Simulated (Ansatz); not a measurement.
## The polar optical mode of CaO at 16 GPa, worked through

Computed with Ansatz, DFT PBEsol, scalar-relativistic, plane waves, PAW. Cutoff 420 eV, 8×8×8 k-points (Γ-centred), fixed occupations. No spin polarisation. Phonons by linear response, acoustic sum rule imposed.

The cell, relaxed at 16 GPa:
```
Ca O
1.0
     0.00000    2.29848    2.29848
     2.29848    0.00000    2.29848
     2.29848    2.29848    0.00000
Ca O
1 1
Direct
  0.00000 0.00000 0.00000
  0.50000 0.50000 0.50000
```

Linear response gives ν_TO = 351.2 cm⁻¹, Born charges ±2.409 e (positive on Ca) and ε∞ = 3.934. The primitive cell holds 24.286 Å³, and the masses are 40.078 and 15.999 amu.

Q: Find ν_LO and the static dielectric constant.

A: The long-wave field adds a restoring force: ω_LO² − ω_TO² = Z*²e²/(ε_vac ε∞ μV). In these units ν_LO² − ν_TO² = 4.92064×10⁷ Z*²/(μ V ε∞) cm⁻², with μ = m₁m₂/(m₁ + m₂) = 11.434 amu: 261348 cm⁻². So ν_LO = √(351.2² + 261348) = 620.2 cm⁻¹, and the run gives 620.2. Lyddane–Sachs–Teller then gives ε0 = ε∞ (ν_LO/ν_TO)² = 12.27, against 12.27 in the run (it forms both from the same three quantities, so the match checks the arithmetic only). Between ν_TO and ν_LO the dielectric function is negative and an undamped crystal reflects fully: a reststrahlen band from 16.1 to 28.5 μm.

Q: What do the Clausius–Mossotti polarisability and the Szigeti charge come to?

A: With the Lorentz local field, α = (3V/4π)(ε∞ − 1)/(ε∞ + 2) = 2.87 Å³ for the pair, and e_S = 3Z*/(ε∞ + 2) = 1.22 e. The Born charge includes the electrons' response to the dipole's own local field, and e_S takes that enhancement out. The Lorentz field assumes point-like polarisable ions, a fair picture at this small ε∞.

Q: How strongly does a slow electron couple to the LO mode?

A: For one isotropic parabolic band, Fröhlich's constant is α_F = (1/ε∞ − 1/ε0) √(m* Ry/ħω_LO), with Ry = 13.606 eV, ħω_LO = 76.9 meV and m* in free-electron masses: α_F = 0.1727 × 13.30 × √m* = 2.30 √m*. The band mass isn't part of this run; for m* = 0.1, 0.3 and 1 it gives 0.73, 1.26, 2.30. In weak coupling the polaron lies α_F ħω_LO below the band edge (97 meV at m* = 0.3) with a mass m*(1 + α_F/6); past α_F of about 5 or 6 that expansion fails. A semilocal functional's ε∞ tends to be too large, which taken alone lowers α_F.